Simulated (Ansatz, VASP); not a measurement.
## KCl (Sylvite): VASP beside Ansatz

Aim: how closely do two programs agree when they are given the same cell, functional and k mesh? The cell is taken from a series of VASP runs on this material, whose earlier steps may have relaxed, scaled or displaced it; both programs get it as it stands.

Main program and level: Ansatz 0.2.0; plane waves, with VASP 6.6.1 beside it; relaxation of cell and atoms at LDA.

### Step 1. Starting point

It takes space group Fm-3m (No. 225, cubic). The conventional cell has a = 6.081 Å, b = 6.081 Å, c = 6.081 Å, α = 90.00°, β = 90.00°, γ = 90.00°. Nearest to K lie 6 Cl at 3.04 Å. Cl has 6 K at 3.04 Å nearest. Farther neighbours and most contacts between anions are not listed.

Coordinates:

```cif
data_structure
_symmetry_space_group_name_H-M 'Fm-3m'
_symmetry_Int_Tables_number 225
_cell_length_a 6.0813
_cell_length_b 6.0813
_cell_length_c 6.0813
_cell_angle_alpha 90.000
_cell_angle_beta 90.000
_cell_angle_gamma 90.000
_cell_volume 224.90
loop_
_atom_site_label
_atom_site_type_symbol
_atom_site_symmetry_multiplicity
_atom_site_Wyckoff_symbol
_atom_site_fract_x
_atom_site_fract_y
_atom_site_fract_z
_atom_site_occupancy
K1 K 4 a 0.00000 0.00000 0.00000 1
Cl1 Cl 4 b 0.50000 0.00000 0.00000 1
```

### Step 2. Ansatz: relaxation of cell and atoms, LDA

Ansatz runs on its default PAW (the set named soft_2) files.

The relaxed volume is the usual yardstick between codes: its relative difference is about their pressure difference at one cell divided by the bulk modulus.

The input, input.yaml:

```yaml
crystal:
  lattice:
    - [0.0, 3.0406703328, 3.0406703328]
    - [3.0406703328, 0.0, 3.0406703328]
    - [3.0406703328, 3.0406703328, 0.0]
  atoms:
    - { symbol: K, position: [0.0, 0.0, 0.0] }
    - { symbol: Cl, position: [0.5, 0.5, 0.5] }
hamiltonian:
  xc: lda
  pseudopotentials: { kind: paw }
kpoints:
  mp_grid: { grid: [6, 6, 6] }
scf:
  occupations: { method: gaussian, width: 0.03 }
relax:
  f_tol: 0.01
  max_steps: 60
  cell: { stress_tol: 0.05 }
output:
  forces: true
  stress: true
```

The run is started by

```console
$ ansatz run input.yaml --threads 4 --pin off --max-ram 9216MiB --backend cpu --events-out ev --progress --plain --runs-dir out
```

Numbers of over 12 decimals in the logs are rounded to 6 here.

The log of the run:

```text
Engine: ansatz 0.2.0, aarch64-unknown-linux-gnu
Pseudopotentials: kind: paw
Pseudopotential: K, paw, valence charge 9, recommended cutoff 420 eV (normal), K.paw.azcp
Pseudopotential: Cl, paw, valence charge 7, recommended cutoff 420 eV (normal), Cl.paw.azcp
Functional definition: SPW92
  exchange = slater_x
  correlation = pw_c
Crystal: 2 atoms, lattice volume = 56.226 Å³
Basis set: ecut = 420 eV, 1067 PW (Γ)
Bands: 12, of which v1, the nominal top of the filled ones, is band 8 counted from 1 (7 counted from 0)
Symmetry: 48 space group operations
Space group: Fm-3m (ITA 225), of the structure as read, at distance tolerance 3.8e-5 Å
k-points: 16 of 216
Non-local potential: K, projectors of the file, l = 0: 3, l = 1: 2, l = 2: 2
Non-local potential: Cl, projectors of the file, l = 0: 2, l = 1: 2, l = 2: 2
PAW form: soft (Blöchl's): semilocal exchange-correlation on the pseudo side does not see the compensation charge
PAW frozen core: K, regenerated for the run's functional, and the local potential with it (the file was generated under x = pbe(κ = 0.804, μ = 0.219515), c = pbe(β = 0.066725))
PAW frozen core: Cl, regenerated for the run's functional, and the local potential with it (the file was generated under x = pbe(κ = 0.804, μ = 0.219515), c = pbe(β = 0.066725))
PAW one-centre angular grid: K, 110 points (default); XC on 64 Gauss nodes
PAW one-centre angular grid: Cl, 110 points (default); XC on 64 Gauss nodes
Initial density: superposition of atomic densities (neutral atoms: chi_scale 0, normalization atom), corrected by the library's trained network
Initial wavefunctions: pseudopotential atomic-orbital guess
Functional: x = slater, c = lda
SCF iter   1: F=—  HF=-2544.300678 eV  |F-HF|=—  |Δ(HF+E_count)|=         —  Δρ=6.57e-3  dr2=2.33e-2  ethr=1.77e-3  ⟨swp⟩=6.1  Hψ=1223  notcnv=0
preconditioner: auto → none  [insulator: Δε(μ)=4.985 eV  Ē_g=15.085 eV  σ=0.030 eV  W_gap=1.00  n_scr=14 (ndim 8)  ℏωp=18.5 eV  f_vac=0.068  D(μ)=0.00/eV (n_scr^D=0)  ε∞_Penn≈2.5]
SCF iter   2: F=—  HF=-2544.292615 eV  |F-HF|=—  |Δ(HF+E_count)|=   8.06e-3  Δρ=2.97e-3  dr2=2.15e-3  ethr=1.46e-4  ⟨swp⟩=2.4  Hψ=448  notcnv=0
SCF iter   3: F=—  HF=-2544.291973 eV  |F-HF|=—  |Δ(HF+E_count)|=   6.42e-4  Δρ=9.76e-4  dr2=2.99e-4  ethr=1.34e-5  ⟨swp⟩=2.0  Hψ=304  notcnv=0
SCF iter   4: F=—  HF=-2544.291884 eV  |F-HF|=—  |Δ(HF+E_count)|=   8.91e-5  Δρ=8.83e-5  dr2=3.40e-6  ethr=1.87e-6  ⟨swp⟩=2.4  Hψ=280  notcnv=0
SCF iter   5: F=—  HF=-2544.291885 eV  |F-HF|=—  |Δ(HF+E_count)|=   1.47e-6  Δρ=1.65e-5  dr2=3.47e-8  ethr=2.12e-8  ⟨swp⟩=3.0  Hψ=311  notcnv=0
SCF iter   6: F=-2544.291885 eV  HF=-2544.291885 eV  |F-HF|=1.82e-10  |Δ(HF+E_count)|=   1.00e-8  Δρ=9.00e-7  dr2=3.46e-10  ethr=2.17e-10  ⟨swp⟩=1.7  Hψ=588  notcnv=0
SCF 1 converged in 6 iterations: F = -2544.291885 eV  dr2 = 3.46e-10
  greatest PAW one-centre occupation: 0.985 electrons in one spin orbital (limit 2), on the K atom at site 0 (counted from 0), in its partial waves of l = 0
relax step   1: F+E_penalty+E_count = -2544.29188527 eV  Δ(F+E_penalty+E_count) = +0.000e0 eV  max|allowed force component| = 4.470e-30 eV/Å  Δτ_max = 0.0000 Å  P = -0.061 GPa  Ω = 56.226 Å³  (6 SCF iters, dr2 threshold 1.00e-7 eV, accepted)
[...]
relax step   2: F+E_penalty+E_count = -2544.29191173 eV  Δ(F+E_penalty+E_count) = -2.645e-5 eV  max|allowed force component| = 2.432e-30 eV/Å  Δτ_max = 0.0000 Å  P = -0.020 GPa  Ω = 56.130 Å³  energy of the carried Pulay correction = +2.234e-6 eV  (4 SCF iters, dr2 threshold 9.28e-9 eV, accepted)
[...]
relax step   3: F+E_penalty+E_count = -2544.29190785 eV  Δ(F+E_penalty+E_count) = +3.880e-6 eV  max|allowed force component| = 3.451e-30 eV/Å  Δτ_max = 0.0000 Å  P = -0.020 GPa  Ω = 56.130 Å³  stress off target by 1.97e-2 GPa  SCF on the basis re-selected at this cell (its energy is not comparable with the rows above)  (4 SCF iters)
basis re-selected at this cell: Δ(F+E_penalty+E_count) = +3.880e-6 eV, ΔP = -0.000 GPa vs the last step (what re-selecting the basis moved, of the pressure what is left beyond the Pulay correction that the steps carried, after the strain that the cell walked since its last selection, with what the two solves' SCF thresholds leave and, on support functions, any second-order correction that the steps lacked; it is no m [...]
SCF converged after 4 iterations
Free energy (F): -2544.291908 eV
Harris-Foulkes:  -2544.291908 eV  (|F-HF|=4.55e-12)
Internal energy: -2544.291908 eV  (E = F + TS)
E sigma→0 (E₀):  -2544.291908 eV
Fermi energy:    3.891461 eV
--- Per-component energies (eV) ---
  E_band       = -121.572125
  E_kinetic    = 416.113518
  E_local      = -791.711254  (includes V_loc(G=0)·N_el)
  E_nonlocal   = 45.649975
  E_hartree    = 261.566111
  E_xc         = -239.640924
  E_vxc        = -285.972402  (∫ρ·V_xc dr)
  E_paw        = -1368.006946  (= ΣΔE_a)
  E_vpaw       = -28.784240  (= ΣTr[D̂ρ^β])
  E_aug_tail   = 0.000096  (compensation charges beyond the density's cutoff)
  E_ewald      = -868.710476
  E_core_change = 0.447992  (= ΣΔE_core)
  E_smearing   = -0.000000  (= −TS)
  E_closure    = 0.000000  (closes the sum)
  Σ components = -2544.291908   (vs F -2544.291908, Δ=0.00e0)
--- Forces (eV/Å), atoms counted from 1 ---
  atom   1  K     -0.00000000     0.00000000     0.00000000
  atom   2  Cl     0.00000000     0.00000000    -0.00000000
  max |Σ_I F_I| component: 5.72e-30 eV/Å
--- Stress (GPa, compression-positive) ---
       -0.019662      -0.000000       0.000000
       -0.000000      -0.019662       0.000000
       -0.000000      -0.000000      -0.019662
  P = ⅓ Tr σ = -0.0197 GPa (-0.197 kbar)
--- Relaxed structure (2 steps of the walk, 2 accepted, 1 SCFs on fresh bases) ---
  F+E_penalty+E_count = -2544.29190785 eV   max|allowed force component| = 3.451e-30 eV/Å   (the final SCF, on the basis selected at the relaxed cell)
  cell:  # Å, volume = 56.1298 Å³
    - [0, 3.038933, 3.038933]
    - [3.038933, 0, 3.038933]
    - [3.038933, 3.038933, 0.0]
  atoms:
    - { symbol: K, position: [0, 0, 0] }
    - { symbol: Cl, position: [0.5, 0.5, 0.5] }
```

Elapsed: 0.79 s, on 4 threads of Arm Neoverse V2, shared host; peak memory 0.29 GiB; 1.9 s of CPU time.

### Step 3. VASP: relaxation of cell and atoms, LDA

The same cell, functional (in two slightly different forms), mesh and smearing now go to VASP, with its own data sets and cutoff.

Lines of VASP's logs that name or quote its potential files are left out, and so is its time.

The input, INCAR:

```
SYSTEM = KCl
PREC = Accurate
ENCUT = 450
EDIFF = 1E-06
NELM = 100
ISMEAR = 0
SIGMA = 0.03
LREAL = .FALSE.
ALGO = Normal
GGA = CA
NBANDS = 14
LORBIT = 11
LWAVE = .FALSE.
LCHARG = .FALSE.
KPAR = 4
IBRION = 2
NSW = 50
ISIF = 3
EDIFFG = -0.006
```

The input, POSCAR:

```
KCl
1.0
    0.0000000000      3.0406703328      3.0406703328
    3.0406703328      0.0000000000      3.0406703328
    3.0406703328      3.0406703328      0.0000000000
K Cl
1 1
Direct
    0.0000000000      0.0000000000      0.0000000000
    0.5000000000      0.5000000000      0.5000000000
```

The input, KPOINTS:

```
Automatic mesh
0
Gamma
6 6 6
0 0 0
```

PAW data sets: K_sv and Cl (LDA family, release 64).

The run is started by

```console
$ mpirun -np 4 vasp_std
```

The log of the run:

```text
[banner, memory and clock lines left out]
running    4 mpi-ranks, on    1 nodes
 distrk:  each k-point on    1 cores,    4 groups
 distr:  one band on    1 cores,    1 groups

 POSCAR found type information on POSCAR K Cl
 POSCAR found :  2 types and       2 ions
 LDA part: xc-table for (Slater(with rela. corr.)+CA(PZ))
 , standard interpolation
 POSCAR, INCAR and KPOINTS ok, starting setup
 FFT: planning ... GRIDC
 FFT: planning ... GRID_SOFT
 FFT: planning ... GRID
 WAVECAR not read
 entering main loop
       N       E                     dE             d eps       ncg     rms          rms(c)
DAV:   1     0.100156235029E+03    0.10016E+03   -0.67439E+03   448   0.947E+02
DAV:   2    -0.183159131339E+01   -0.10199E+03   -0.94819E+02   586   0.259E+02
DAV:   3    -0.746623266640E+01   -0.56346E+01   -0.56058E+01   610   0.513E+01
DAV:   4    -0.768029889564E+01   -0.21407E+00   -0.21399E+00   676   0.937E+00
DAV:   5    -0.768234216099E+01   -0.20433E-02   -0.20432E-02   604   0.952E-01    0.415E+00
DAV:   6    -0.743293895528E+01    0.24940E+00   -0.38777E-01   526   0.352E+00    0.331E+00
DAV:   7    -0.740774969923E+01    0.25189E-01   -0.71104E-02   600   0.169E+00    0.183E+00
DAV:   8    -0.740750225052E+01    0.24745E-03   -0.10929E-02   612   0.848E-01    0.212E-01
DAV:   9    -0.740750882542E+01   -0.65749E-05   -0.48950E-04   614   0.133E-01    0.716E-02
DAV:  10    -0.740759428089E+01   -0.85455E-04   -0.56838E-05   512   0.570E-02    0.613E-03
DAV:  11    -0.740759515870E+01   -0.87782E-06   -0.22215E-06   566   0.114E-02
   1 F= -.74075952E+01 E0= -.74075952E+01  d E =-.740760E+01
 curvature:   0.00 expect dE= 0.000E+00 dE for cont linesearch  0.000E+00
 trial: gam= 0.00000 g(F)=  0.396E-62 g(S)=  0.417E-05 ort = 0.000E+00 (trialstep = 0.100E+01)
 search vector abs. value=  0.417E-05
 reached required accuracy - stopping structural energy minimisation
```

OUTCAR, selected parts (step 3):

```text
ion  position               nearest neighbor table
   1  0.000  0.000  0.000-   2 3.04   2 3.04   2 3.04   2 3.04   2 3.04   2 3.04
   2  0.500  0.500  0.500-   1 3.04   1 3.04   1 3.04   1 3.04   1 3.04   1 3.04

  LATTYP: Found a face centered cubic cell.
 ALAT       =     6.0813406656

 Subroutine GETGRP returns: Found 48 space group operations
 (whereof 48 operations were pure point group operations)

The static configuration has the point symmetry O_h .

 Found     16 irreducible k-points:

   k-points           NKPTS =     16   k-points in BZ     NKDIM =     16   number of bands    NBANDS=     14

   dimension x,y,z NGX =    30 NGY =   30 NGZ =   30
   dimension x,y,z NGXF=    60 NGYF=   60 NGZF=   60

   ENCUT  =  450.0 eV  33.07 Ry    5.75 a.u.   7.44  7.44  7.44*2*pi/ulx,y,z

   NELECT =      16.0000    total number of electrons

 k-points in reciprocal lattice and weights: Automatic mesh
   0.00000000  0.00000000  0.00000000       0.005
   0.16666667  0.00000000  0.00000000       0.037
   0.33333333  0.00000000  0.00000000       0.037
   0.50000000  0.00000000  0.00000000       0.019
   0.16666667  0.16666667  0.00000000       0.028
   0.33333333  0.16666667  0.00000000       0.111
   0.50000000  0.16666667  0.00000000       0.111
  -0.33333333  0.16666667  0.00000000       0.111
  -0.16666667  0.16666667  0.00000000       0.056
[...]
-0.33333333  0.33333333  0.16666667       0.111
  -0.33333333  0.50000000  0.16666667       0.056

 average (electrostatic) potential at core
       1 -35.1647       2 -98.1001

 E-fermi :  -1.4609

 k-point     1 :       0.0000    0.0000    0.0000
  band No.  band energies     occupation
    ...
      4     -11.9421      2.00000
      5     -11.9421      2.00000
      6      -1.6342      2.00000
      7      -1.6342      2.00000
      8      -1.6342      2.00000
      9       3.4714      0.00000
     10       6.4759      0.00000
     11       6.4759      0.00000
     12       6.4759      0.00000
     13       7.4755      0.00000
    ...

 k-point     2 :       0.1667    0.0000    0.0000
  band No.  band energies     occupation
    ...
      4     -11.9454      2.00000
      5     -11.8551      2.00000
      6      -2.0403      2.00000
      7      -1.7527      2.00000
      8      -1.7527      2.00000
      9       4.1889      0.00000
     10       6.3017      0.00000
     11       6.8633      0.00000
     12       6.8633      0.00000
     13       7.9226      0.00000
    ...

 k-point     3 :       0.3333    0.0000    0.0000
  band No.  band energies     occupation
    ...
      4     -11.9520      2.00000
      5     -11.6942      2.00000
      6      -2.6900      2.00000
      7      -1.9734      2.00000
      8      -1.9734      2.00000
      9       5.4104      0.00000
     10       6.5302      0.00000
     11       7.9205      0.00000
     12       7.9205      0.00000
     13       9.0383      0.00000
    ...

  Total        0.0075868      0.0075868      0.0075868      0.0000000      0.0000000      0.0000000
  in kB        0.2161881      0.2161881      0.2161881      0.0000000      0.0000000      0.0000000
  external PRESSURE =       0.2161881 kB  Pullay stress =       0.0000000 kB

  energy-cutoff  :      450.00
  volume of cell :       56.23
      direct lattice vectors                 reciprocal lattice vectors
     0.000000000  3.040670333  3.040670333    -0.164437425  0.164437425  0.164437425
     3.040670333  0.000000000  3.040670333     0.164437425 -0.164437425  0.164437425
     3.040670333  3.040670333  0.000000000     0.164437425  0.164437425 -0.164437425

 POSITION                                       TOTAL-FORCE (eV/Angst)
 -----------------------------------------------------------------------------------
      0.00000      0.00000      0.00000        -0.000000     -0.000000     -0.000000
      3.04067      3.04067      3.04067         0.000000      0.000000      0.000000
 -----------------------------------------------------------------------------------
    total drift:                                0.000000      0.000000      0.000000

  FREE ENERGIE OF THE ION-ELECTRON SYSTEM (eV)
  ---------------------------------------------------
  free  energy   TOTEN  =        -7.4075951587 eV

  energy  without entropy=       -7.4075951587  energy(sigma->0) =       -7.40759516

 reached required accuracy - stopping structural energy minimisation

 total charge
# of ion       s       p       d       tot
------------------------------------------
    1        1.959   5.567   0.035   7.560
    2        1.585   3.550   0.000   5.135
--------------------------------------------------
tot          3.544   9.117   0.035  12.696

[... 3 further parts left out ...]
```

CONTCAR:

```
KCl
   1.00000000000000
     0.0000000000000000    3.0406703328000000    3.0406703328000000
     3.0406703328000000    0.0000000000000000    3.0406703328000000
     3.0406703328000000    3.0406703328000000    0.0000000000000000
  K               Cl
     1     1
Direct
     0.0000000000000000    0.0000000000000000    0.0000000000000000
     0.5000000000000000    0.5000000000000000    0.5000000000000000
```

### Step 4. Comparison

Known differences besides the potentials themselves: the two LDA forms differ slightly; both relaxations stop at a tolerance, which leaves soft axes loose, and VASP keeps its plane-wave basis; the cutoff is 420 eV in Ansatz and 450 eV in VASP; VASP's log shows a relativistic correction to its local exchange, Ansatz's none; Ansatz adds a Pulay correction to the stress that steers its cell, VASP none. Total energies have different zeros and are not compared.

Both answers:

```tsv
quantity	Ansatz	VASP	difference
volume (Å³)	56.13	56.23	-0.17 %
edge a after relaxation, in the typed setting (Å)	4.298	4.300	-0.06 %
```

The walks stopped with -0.02 GPa left in Ansatz and 0.02 GPa in VASP; each walk ends within a tolerance, so the volume difference is uncertain by about these residues over the bulk modulus, most in soft cells.

### Step 5. Results

```yaml
difference_in_volume_relaxation_of_cell_and_atoms_lda: -0.17 %
```

**Reading.** The difference in volume is -0.17 % (relaxation of cell and atoms, LDA), within the 1.2 % picked in this series as the mark of a large difference, as far as the stopping tolerances let one tell. 1 further run of this series is not shown here. Such differences can come from data sets, numerical settings and the points named under the comparisons, not from the functional's error against experiment.

[Lines on the potential files, build, host, timing and source positions are cut from VASP's logs without a mark.]

[Logs are printed without paths, hosts, clocks, repeated set-up lines and the standing remarks that a program may print on its own settings, such as how far it seeks lower states.]

[Hosts, paths, dates, database ids (printed as entryN), source tags and the programs' standing remarks are cut or masked in the printed files.]
